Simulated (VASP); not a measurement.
BeS:

```xyz
2
Lattice="0.0000 2.4250 2.4250 2.4250 0.0000 2.4250 2.4250 2.4250 0.0000" Properties=species:S:1:pos:R:3 pbc="T T T"
S     3.6375    3.6375    3.6375
Be    0.0000    0.0000    0.0000
```

```yaml
Program: VASP 6.6.1
Task: relaxation of cell and atoms
Functional: RPBE
Potentials_or_basis: VASP PAW PBE potentials, release 64 (S, Be)
Cutoff: 600 eV
k_mesh: 9 × 9 × 9
Occupations: fermi-dirac, width 0.05 eV
Spin: no spin polarisation
```

At the start: pressure 3.9 GPa; volume 14.26 Å³/atom.

Problem. Where does the relaxation end?

Solution. Over 3 steps the energy falls by 7.0 meV/atom and the volume is 14.85 Å³/atom (+4.2 %); space group F-43m (No. 216, to 0.05 Å).

The path:
| step | energy change (eV) | largest force (eV/Å) | pressure (GPa) | volume (Å³) |
| --- | --- | --- | --- | --- |
| 1 | 0.0000 | 0.0000 | 3.90 | 28.52 |
| 2 | -0.0133 | 0.0000 | -0.77 | 29.98 |
| 3 | -0.0140 | 0.0000 | 0.02 | 29.71 |

Final structure:
```cif
data_structure
_symmetry_space_group_name_H-M 'P 1'
_symmetry_Int_Tables_number 1
_cell_length_a 3.4764
_cell_length_b 3.4764
_cell_length_c 3.4764
_cell_angle_alpha 60.000
_cell_angle_beta 60.000
_cell_angle_gamma 60.000
_cell_volume 29.71
loop_
_atom_site_label
_atom_site_type_symbol
_atom_site_fract_x
_atom_site_fract_y
_atom_site_fract_z
_atom_site_occupancy
S1 S 0.75000 0.75000 0.75000 1
Be1 Be 0.00000 0.00000 0.00000 1
```

Caveat: the PAW data sets were made with another functional, which shifts forces and pressure a little.
